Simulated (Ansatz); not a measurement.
## Relaxation of Hf

Theory: DFT PBE, scalar-relativistic, plane waves, PAW in Ansatz. Settings: 420 eV cutoff, 9×9×6 k-mesh, Gaussian smearing of 0.10 eV, no spin polarisation.

What was changed in Si: Si → Hf on all its sites, cell and atoms relaxed.

Spin–orbit coupling is left out, which can shift energies with elements as heavy as these.

Command:

```bash
ansatz run input.yaml --threads 1 --pin off --max-ram 2560MiB --backend cpu --events-out ev --progress --plain --runs-dir out
```

Input:

```yaml
crystal:
  lattice:
    - [5.2432194672, 0.0, 0.0]
    - [-2.6216097336, 4.5407612562, 0.0]
    - [0.0, 0.0, 8.665484035]
  atoms:
    - { symbol: Hf, position: [0.3333333333, 0.6666666667, 0.0629309398] }
    - { symbol: Hf, position: [0.6666666667, 0.3333333333, 0.5629309398] }
    - { symbol: Hf, position: [0.3333333333, 0.6666666667, 0.4370690602] }
    - { symbol: Hf, position: [0.6666666667, 0.3333333333, 0.9370690602] }
basis:
  ecutwfc: 420
kpoints:
  mp_grid: { grid: [9, 9, 6] }
hamiltonian:
  xc: pbe
scf:
  occupations: { method: gaussian, width: 0.1 }
output:
  forces: true
  stress: true
  eigenvalues: true
relax:
  adjacent_minimum: "off"
  f_tol: 0.01
  max_steps: 60
  cell: { stress_tol: 0.1 }
```

F is the free energy. Steps run on the plane waves of an earlier cell, but the last one, and at times one on the way, on a freshly chosen basis, so a repeated geometry can differ a little in energy.

Steps:

| step | F − F(1) (eV) | largest force component (eV/Å) | V (Å³/atom) | P (GPa) |
| --- | --- | --- | --- | --- |
| 1 | 0.0000 | 0.109 | 51.577 | -7.31 |
| 2 | -1.2098 | 0.146 | 44.427 | -5.89 |
| 3 | -1.9276 | 0.200 | 38.631 | -3.32 |
| 4 | -2.4137 | 0.572 | 36.227 | -2.53 |
| 5 | -3.0473 | 0.561 | 34.203 | -1.98 |
| 6 | -3.8129 | 1.064 | 32.544 | -1.36 |
| 7 | -4.8944 | 1.073 | 31.120 | -0.65 |
| 8 | -5.5968 | 0.176 | 29.960 | 1.23 |
| 9 | -5.6777 | 0.005 | 31.054 | -0.25 |
| 10 | -5.6925 | 0.015 | 31.019 | 0.22 |
| 11 | -5.6929 | 0.010 | 31.202 | -0.04 |
| 12 | -5.6895 | 0.010 | 31.202 | -0.06 |

Relaxed structure:

```
CELL_PARAMETERS angstrom
5.08791 0.00000 0.00000
-2.54396 4.40626 0.00000
0.00000 0.00000 5.56710
ATOMIC_POSITIONS crystal
Hf 0.33333 0.66667 0.99994
Hf 0.66667 0.33333 0.49994
Hf 0.33333 0.66667 0.50006
Hf 0.66667 0.33333 0.00006
```

Symmetry: P6/mmm, No. 191, hexagonal system. Conventional cell: a = 5.088 Å, b = 5.088 Å, c = 2.784 Å, α = 90.00°, β = 90.00°, γ = 120.00°. Hf (site symmetry -6m2) has 5 Hf at 2.78 to 2.94 Å as nearest neighbours.

The run converged. Time: 5.2 min on 1 thread of Intel(R) Xeon(R) 6975P-C (Granite Rapids) (shared host), peak memory 0.74 GiB.